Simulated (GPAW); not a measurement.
# Local fields in the dielectric function of MgO (Fm-3m), part 2 of 2

What do local fields and a kernel do to the response of MgO (Fm-3m)?

GPAW 26.7.0; PBE and many-body steps on it, plane waves.

So far. Step 3 (RPA response): The static value is 3.02. Step 4 (ALDA response): The static value is 3.07.

## (5) RPA response, fewer bands (12×12×12 mesh, 10 bands, screening to 50 eV, broadening 0.2 eV)

This step: linear response, RPA, on PBE, plane waves, PAW.

Contents of run.py:

```python
import json
import numpy as np
from gpaw.mpi import world
from gpaw.response.df import DielectricFunction

df = DielectricFunction('full.gpw',
    ecut=50,
    nbands=10,
    eta=0.2,
    frequencies={'type': 'nonlinear', 'domega0': 0.05, 'omega2': 10.0},
    intraband=False,
    txt='df.txt')
res = {'optical': {}, 'eels': []}
for d in 'x':
    y0, y = df.get_dielectric_function(direction=d, xc='RPA', filename=None)
    res['optical'][d] = [y0.real, y0.imag, y.real, y.imag]
res['w'] = df.get_frequencies()
for q_c in []:
    res['eels'].append(df.get_eels_spectrum(q_c=q_c, xc='RPA', filename=None))

if world.rank == 0:
    with open('result.json', 'w') as f:
        json.dump(res, f, default=lambda x: x.tolist())
```

The run is started by

```sh
> mpirun -n 4 gpaw python run.py
```

Numbers of over 12 decimals in the logs are rounded to 6 here.

What it wrote:

```text
Using integrator: PointIntegrator
NonLinearFrequencyDescriptor(from 0.000 to 89.204 eV, 381 points)
Nonperiodic BCs:  [False False False]
Using integrator: PointIntegrator
NonLinearFrequencyDescriptor(from 0.000 to 89.204 eV, 381 points)
Nonperiodic BCs:  [False False False]

Calculating chi0 body with:
    Ground state adapter containing:
    Number of spins: 1
    Number of kpoints: 1728
    Number of irreducible kpoints: 72
    Number of completely occupied states: 8
    Number of partially occupied states: 8
    Occupied states memory: 0.7119140625 M / cpu

    Linear response parametrization:
    q_c: [0.0, 0.0, 0.0]
    Number of frequency points: 381
    Planewave cutoff: 50.0
    Number of bands: 10
    Number of planewaves: 15
    Broadening (eta): 0.2
    comm.size: 4
    kncomm.size: 4
    blockcomm.size: 1

    Memory estimate of potentially large arrays:
        chi0_wGG: 1.308060 M / cpu
Integrating chi0 body.

Symmetries of q_c:
    Direct symmetries (Uq -> q): 48
    Indirect symmetries (TUq -> q): 0
In total 48 allowed symmetries.

  [... matrices ...]
72 groups of equivalent kpoints. 95.833333% reduction.

Integral kind: spectral function

Calculating chi0 optical extensions with:
    Ground state adapter containing:
    Number of spins: 1
    Number of kpoints: 1728
    Number of irreducible kpoints: 72
    Number of completely occupied states: 8
    Number of partially occupied states: 8
    Occupied states memory: 0.7119140625 M / cpu

    Linear response parametrization:
    Number of frequency points: 381
    Planewave cutoff: 50.0
    Number of bands: 10
    Number of planewaves: 15
    Broadening (eta): 0.2
Integrating chi0 head and wings.

Symmetries of q_c:
    Direct symmetries (Uq -> q): 48
    Indirect symmetries (TUq -> q): 0
In total 48 allowed symmetries.

  [... matrices ...]
72 groups of equivalent kpoints. 95.833333% reduction.

Integral kind: spectral function wings
```

Run time: 3.8 s. Hardware: 4 MPI ranks of Arm Neoverse V1, shared host; peak memory 0.47 GiB.

This step gave:

| Quantity | Value |
| --- | --- |
| ε at zero frequency | 2.517 |
| the same without local fields | 2.533 |

## (6) RPA response, scissors (12×12×12 mesh, 26 bands, screening to 50 eV, broadening 0.2 eV)

Changes to run.py since step 5:

```diff
@@ -7,3 +7,3 @@
     ecut=50,
-    nbands=10,
+    nbands=26,
     eta=0.2,
@@ -11,2 +11,3 @@
     intraband=False,
+    eshift=1.5,
     txt='df.txt')
```

The run is started by

```sh
> mpirun -n 4 gpaw python run.py
```

What it wrote:

```text
Using integrator: PointIntegrator
NonLinearFrequencyDescriptor(from 0.000 to 129.556 eV, 408 points)
Nonperiodic BCs:  [False False False]
Using integrator: PointIntegrator
NonLinearFrequencyDescriptor(from 0.000 to 129.556 eV, 408 points)
Nonperiodic BCs:  [False False False]

Calculating chi0 body with:
    Ground state adapter containing:
    Number of spins: 1
    Number of kpoints: 1728
    Number of irreducible kpoints: 72
    Number of completely occupied states: 8
    Number of partially occupied states: 8
    Occupied states memory: 0.7119140625 M / cpu

[...]
Number of spins: 1
    Number of kpoints: 1728
    Number of irreducible kpoints: 72
    Number of completely occupied states: 8
    Number of partially occupied states: 8
    Occupied states memory: 0.7119140625 M / cpu

    Linear response parametrization:
    Number of frequency points: 408
    Planewave cutoff: 50.0
    Number of bands: 26
    Number of planewaves: 15
    Broadening (eta): 0.2
Integrating chi0 head and wings.

Symmetries of q_c:
    Direct symmetries (Uq -> q): 48
    Indirect symmetries (TUq -> q): 0
In total 48 allowed symmetries.

  [... matrices ...]
72 groups of equivalent kpoints. 95.833333% reduction.

Integral kind: spectral function wings
```

The job ended after 4.5 s (4 MPI ranks; peak memory 0.85 GiB).

Numbers from this step:

```yaml
eps_at_zero_frequency: 2.790
the_same_without_local_fields: 2.916
```

The static value is 2.79.

The ε₂ has structure finer than the step of the table below, so its rows give means over 1 eV, whole bins alone (the curve runs from 0 to 39.8 eV). Peaks (eV: height): xx, no local fields 10.6: 3.49, 13.0: 4.75, 17.0: 3.39; xx, local fields 8.0: 1.38, 10.6: 3.47, 13.0: 3.98, 17.2: 2.57.

RPA, broadening 0.2 eV. ε₂ against photon energy; means over each step:

```
photon energy (eV)  xx, no local fields  xx, local fields
                 1              0.00508           0.00484
                 2               0.0108            0.0103
                 3               0.0181            0.0173
                 4               0.0288            0.0279
                 5               0.0494            0.0485
                 6                0.149             0.152
                 7                0.628             0.653
                 8                 1.02              1.06
                 9                 1.45              1.51
                10                 2.46              2.49
                11                 3.03              2.95
                12                 3.56              3.14
                13                 4.30              3.60
                14                 2.96              2.39
                15                 2.34              1.89
                16                 2.55              1.92
                17                 3.07              2.34
                18                 2.68              2.30
                19                 2.26              2.09
                20                 1.81              2.08
                21                0.920              1.16
                22                0.745             0.819
                23                0.721             0.894
                24                0.507             0.632
                25                0.395             0.486
                26                0.313             0.372
                27                0.267             0.306
                28                0.222             0.247
                29                0.203             0.216
                30                0.239             0.238
                31                0.251             0.197
                32                0.377             0.282
                33                0.362             0.358
                34                0.255             0.300
                35                0.258             0.258
                36                0.250             0.242
                37                0.270             0.223
                38                0.266             0.215
                39                0.270             0.269
```

## (7) RPA response, unknown integration mode (12×12×12 mesh, 26 bands, screening to 30 eV, broadening 0.2 eV)

Changes to run.py since step 6:

```diff
@@ -6,3 +6,3 @@
 df = DielectricFunction('full.gpw',
-    ecut=50,
+    ecut=30,
     nbands=26,
@@ -11,3 +11,3 @@
     intraband=False,
-    eshift=1.5,
+    integrationmode='gaussian',
     txt='df.txt')
```

The run is started by

```sh
> mpirun -n 4 gpaw python run.py
```

What it wrote:

```text

--- the script ended with ---
ValueError: Integration mode "gaussian" not implemented.
```

It took 13 s on 4 MPI ranks; peak memory 0.54 GiB.

The run stopped with an error after 13 s.

The program's words: ValueError: Integration mode "gaussian" not implemented.

The fault put into this input: unknown integration mode.

## (8) The runs together

Times are wall times on 4 MPI ranks of Arm Neoverse V1, shared host, good to a factor of about two.

```
                                                                                       run  ε(0)  without local fields   time
                                                                              RPA response  3.02                  3.17   15 s
                                                                             ALDA response  3.07                  3.17    6 s
RPA response, fewer bands (12×12×12 mesh, 10 bands, screening to 50 eV, broadening 0.2 eV)  2.52                  2.53  3.8 s
   RPA response, scissors (12×12×12 mesh, 26 bands, screening to 50 eV, broadening 0.2 eV)  2.79                  2.92  4.5 s
```

## (9) Results

| Property | Result |
| --- | --- |
| RPA response | ε(0) 3.02 |
| ALDA response | ε(0) 3.07 |
| RPA response, fewer bands (12×12×12 mesh, 10 bands, screening to 50 eV, broadening 0.2 eV) | ε(0) 2.52 |
| RPA response, scissors (12×12×12 mesh, 26 bands, screening to 50 eV, broadening 0.2 eV) | ε(0) 2.79 |

In words: In the optical limit the electronic ε(0) is 3.02, against 3.17 without local fields. ALDA response: ε(0) = 3.07. RPA response, fewer bands (12×12×12 mesh, 10 bands, screening to 50 eV, broadening 0.2 eV): ε(0) = 2.52. RPA response, scissors (12×12×12 mesh, 26 bands, screening to 50 eV, broadening 0.2 eV): ε(0) = 2.79. Measured: 2.95 ± 0.1 (high-frequency dielectric constant, 2007). ε(0) converges slowly with a Γ-centred mesh, and this one is not shown settled. Unless a shift is named, the levels are those of the density functional, and only a kernel with a long-range part can bind an exciton.

[Paths, hosts, dates, memory and timing lines, banners, echoed tables and standing remarks are left out of the program output.]

[Logs are printed without paths, hosts, clocks, repeated set-up lines and the standing remarks that a program may print on its own settings, such as how far it seeks lower states.]

[Runs of the session that timed out or met a known fault of the program may be left out.]

[Hosts, paths, dates, database ids (printed as entryN), source tags and the programs' standing remarks are cut or masked in the printed files.]
